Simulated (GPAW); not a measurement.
The system is MoS2.

```xyz
6
Lattice="3.1690 0.0000 0.0000 -1.5845 2.7444 0.0000 0.0000 0.0000 12.3240" Properties=species:S:1:pos:R:3 pbc="T T T"
Mo    1.5845    0.9148    9.2430
Mo    0.0000    1.8296    3.0810
S     1.5845    0.9148    4.6461
S     0.0000    1.8296   10.8081
S     1.5845    0.9148    1.5159
S     0.0000    1.8296    7.6779
```

Base run:

- Program: GPAW 26.7.0
- Functional: LDA
- Potentials or basis: the program's PAW data sets (release 1.2.1) made for this functional
- Cutoff: 600 eV
- Basis: pw
- k mesh: 10 × 10 × 3
- Occupations: fermi-dirac, width 0.05 eV
- Spin: no spin polarisation

Its results: band gap on the k mesh 0.85 eV, indirect (least direct gap 1.85 eV); pressure -6.1 GPa; largest force 0.527 eV/Å.

The run is repeated on the same cell with these changes: functional from LDA to PBEsol; potentials or basis from the program's PAW data sets (release 1.2.1) made for this functional to PAW data sets generated in the run's folder for this functional. What comes out?

Band gap on the k mesh 0.88 eV, indirect (least direct gap 1.85 eV); pressure -3.1 GPa; largest force 0.313 eV/Å.

Caveats: this functional lacks dispersion, which binds the layers, so the pressure and a relaxed spacing across them are unreliable (some runs).

A k mesh can miss the band edges.
